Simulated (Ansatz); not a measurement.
**Hf: one input, then a changed one**

The cell is COD entry 1534929, as deposited and not checked against the literature; nothing was relaxed.

First run: DFT, r2SCAN, PAW with Ansatz's default frozen-core files, scalar-relativistic (Ansatz 0.2.0).

Command: `ansatz run input.yaml --threads 1 --pin off --max-ram 2048MiB --backend cpu --events-out ev --progress --plain --runs-dir out` The run took 11 s on 1 thread of Arm Neoverse V1 (shared host), peak memory 0.44 GiB.

```yaml
crystal:
  lattice:
    - [0.0, 2.22, 2.22]
    - [2.22, 0.0, 2.22]
    - [2.22, 2.22, 0.0]
  atoms:
    - { symbol: Hf, position: [0.0, 0.0, 0.0] }
kpoints:
  mp_grid: { grid: [16, 16, 16] }
  band_path:
    path:
      - [0.0, 0.0, 0.0]
      - [0.5, 0.0, 0.5]
      - [0.625, 0.25, 0.625]
      - [0.375, 0.375, 0.75]
      - [0.0, 0.0, 0.0]
      - [0.5, 0.5, 0.5]
      - [0.5, 0.25, 0.75]
      - [0.5, 0.0, 0.5]
    npoints: 5
scf:
  occupations: { method: fermi_dirac, width: 0.03 }
hamiltonian:
  xc: r2scan
  pseudopotentials: { kind: paw }
output:
  forces: true
  stress: true
  eigenvalues: true
  efg: { contact_densities: true }
```

Result: converged; pressure 2.80 GPa; no gap on the k mesh; 6 SCF iterations.

Spin–orbit coupling is left out, though it moves levels of the heavy atoms by tenths of an eV or more.

A second input differs as follows:

```diff
@@ -5,5 +5,5 @@
     - [2.22, 2.22, 0.0]
   atoms:
-    - { symbol: Hf, position: [0.0, 0.0, 0.0] }
+    - { symbol: Hf, position: [0.0, 0.0, 0.0], spin: 2.0 }
 kpoints:
   mp_grid: { grid: [16, 16, 16] }
@@ -21,4 +21,5 @@
 scf:
   occupations: { method: fermi_dirac, width: 0.03 }
+  max_iter: 50
 hamiltonian:
   xc: r2scan
```

What is wrong with it, and what does the program do?

The fault is a moment without spin polarisation. The run refused before any iteration. The log ends:
```
Error: inconsistent input (magnetization.spin_polarized): false but per-atom `spin:`, `per_species`, `initial_magnetization`, `magnetic_field`, or `spin_locking` is set
```
